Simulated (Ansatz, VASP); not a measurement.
# TiB4: VASP beside Ansatz

The input INCAR:

```
SYSTEM = TiB4
PREC = Accurate
ENCUT = 520
EDIFF = 1E-7
ISMEAR = 0
SIGMA = 0.1
LREAL = .FALSE.
LASPH = .TRUE.
NELM = 60
ALGO = Normal
ISIF = 2
LWAVE = .FALSE.
LCHARG = .TRUE.
GGA = PE
LELF = .TRUE.
LVHAR = .TRUE.
NBANDS = 20
```

KPOINTS

```
regular mesh
0
G
  6 4 4
  0 0 0
```

Contents of POSCAR:

```
TiB4
1.0
    2.7145462100      0.0000000000      0.0000000000
    0.0000000000      3.9976724600      0.0000000000
    0.0000000000      0.0000000000      4.7017320000
Ti B
1 4
Direct
    0.0000000000      0.5000000000      0.0000000000
    0.5000000000      0.0000000000      0.8333333300
    0.0000000000      0.0000000000      0.3333333300
    0.0000000000      0.0000000000      0.6666666700
    0.5000000000      0.0000000000      0.1666666700
```

Input for Ansatz:

```yaml
crystal:
  lattice:
    - [2.71454621, 0.0, 0.0]
    - [0.0, 3.99767246, 0.0]
    - [0.0, 0.0, 4.701732]
  atoms:
    - { symbol: Ti, position: [0.0, 0.5, 0.0] }
    - { symbol: B, position: [0.5, 0.0, 0.83333333] }
    - { symbol: B, position: [0.0, 0.0, 0.33333333] }
    - { symbol: B, position: [0.0, 0.0, 0.66666667] }
    - { symbol: B, position: [0.5, 0.0, 0.16666667] }
basis:
  ecutwfc: 420
kpoints:
  mp_grid: { grid: [6, 4, 4] }
hamiltonian:
  xc: pbe
scf:
  occupations: { method: gaussian, width: 0.1 }
  lower_state_search: "off"
output:
  forces: true
  stress: true
  eigenvalues: true
```

Alike in both runs: task single point; functional PBE; k mesh 6 × 4 × 4; occupations gaussian, width 0.1 eV; no spin polarisation.

|  | VASP | Ansatz |
| --- | --- | --- |
| version | VASP 6.6.1 | Ansatz 0.2.0 |
| potentials or method | VASP PAW PBE potentials, release 64 (Ti_sv, B) | scalar-relativistic, plane waves, PAW |
| plane-wave cutoff (eV) | 520 | 420 |
| valence electrons in the cell | 24 | 24 |

|  | VASP | Ansatz | Ansatz less VASP |
| --- | --- | --- | --- |
| gap on the k mesh at the Fermi level (eV) | none | none | - |
| pressure (GPa) | 19.9 | 19.8 | -0.11 |
| largest component of the traceless stress (GPa) | 52.08 | 52.04 | -0.042 |
| rms of the force components (eV/Å) | 0.201 | 0.201 | +0.0002 |

Atom by atom the forces differ by 0.004 eV/Å (rms over components). A gap of «none» marks a metal or a gap that the smearing closes.

Caveats: the k mesh is coarse (spacing up to 0.39 Å⁻¹), so the values aren't converged; so large a pressure means that the cell lies far from this level's equilibrium, or that cutoff or potentials fall short (VASP).
